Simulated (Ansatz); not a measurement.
Method: DFT PBE, scalar-relativistic, plane waves, PAW in Ansatz 0.2.0. Settings: cutoff 420 eV, Γ-centred meshes spaced at most about 0.3 Å⁻¹, and about 0.25 Å⁻¹ or finer for metals (2π included), Gaussian smearing. No spin polarisation.

Each guess is relaxed in cell and atoms at zero pressure, on a coarse mesh first where it starts far from rest and then on a converged one. The steps can't lower the symmetry of the start, but it can rise. Energies are static (0 K, no zero-point motion).

Two unrelaxed guesses for Si₃Ge₂:

A.

```cif
data_structure
_symmetry_space_group_name_H-M 'P6_3/mmc'
_symmetry_Int_Tables_number 194
_cell_length_a 2.8926
_cell_length_b 2.8926
_cell_length_c 23.2276
_cell_angle_alpha 90.000
_cell_angle_beta 90.000
_cell_angle_gamma 120.000
_cell_volume 168.31
loop_
_atom_site_label
_atom_site_type_symbol
_atom_site_symmetry_multiplicity
_atom_site_Wyckoff_symbol
_atom_site_fract_x
_atom_site_fract_y
_atom_site_fract_z
_atom_site_occupancy
Si1 Si 4 f 0.33333 0.66667 0.65000 1
Si2 Si 2 c 0.33333 0.66667 0.25000 1
Ge1 Ge 4 f 0.33333 0.66667 0.05000 1
```

B.

```cif
data_structure
_symmetry_space_group_name_H-M 'P6/mmm'
_symmetry_Int_Tables_number 191
_cell_length_a 2.7456
_cell_length_b 2.7456
_cell_length_c 12.8912
_cell_angle_alpha 90.000
_cell_angle_beta 90.000
_cell_angle_gamma 120.000
_cell_volume 84.16
loop_
_atom_site_label
_atom_site_type_symbol
_atom_site_symmetry_multiplicity
_atom_site_Wyckoff_symbol
_atom_site_fract_x
_atom_site_fract_y
_atom_site_fract_z
_atom_site_occupancy
Si1 Si 2 e 0.00000 0.00000 0.80000 1
Si2 Si 1 a 0.00000 0.00000 0.00000 1
Ge1 Ge 2 e 0.00000 0.00000 0.40000 1
```

Question: Do they relax into the same structure? If not, which is lower?

Answer: No. B ends lower, by 162 meV/atom. A: P6_3/mmc at 16.8 Å³/atom → P6_3/mmc at 16.9 Å³/atom; B: P6/mmm at 16.8 Å³/atom → P6/mmm at 16.8 Å³/atom. Counting Ge atoms around Si (those within 1.25 times the shortest such distance or 1.15 times the sum of covalent radii; a plus sign parts nearer from farther groups; the shortest distance is added where it is long for a bond; a slash parts the counts of unlike sites), the end of A has Si 2 from 4.0 Å/3 from 2.8 Å and the end of B has Si 1/2+12 from 5.0 Å. End of A. Conventional cell: a = 3.030 Å, c = 21.225 Å. Si on a site of symmetry 3m has 3 Si at 2.56 Å, 3 Ge at 2.78 Å and 6 Si at 3.03 Å; Si on a site of symmetry -6m2 has 6 Si at 2.56 Å and 6 Si at 3.03 Å; Ge has 3 Si at 2.78 Å and 9 Ge at 3.03–3.09 Å. End of B. Conventional cell: a = 2.753 Å, c = 12.827 Å. Si on a site of symmetry 6mm is surrounded by 1 Si at 2.45 Å, 1 Ge at 2.59 Å and 6 Si at 2.75 Å; Si on a site of symmetry 6/mmm is surrounded by 2 Si at 2.45 Å and 6 Si at 2.75 Å; around Ge lie 1 Si at 2.59 Å and 7 Ge at 2.75 Å.

Ends held by symmetry can be saddle points. Neither end is the lowest form computed: that has Si and Ge ordered on diamond sites, space group Imma (No. 74) and lies 0.31 eV/atom below the better end. Even the lowest of the cells shown lies +0.33 eV/atom against the elements. Weakly bound directions are ill-defined at this level, which has no dispersion term (P6_3/mmc), and this can change margins and order among such cells. Some types were kept out of the candidates beforehand, so the set may lack a known form.
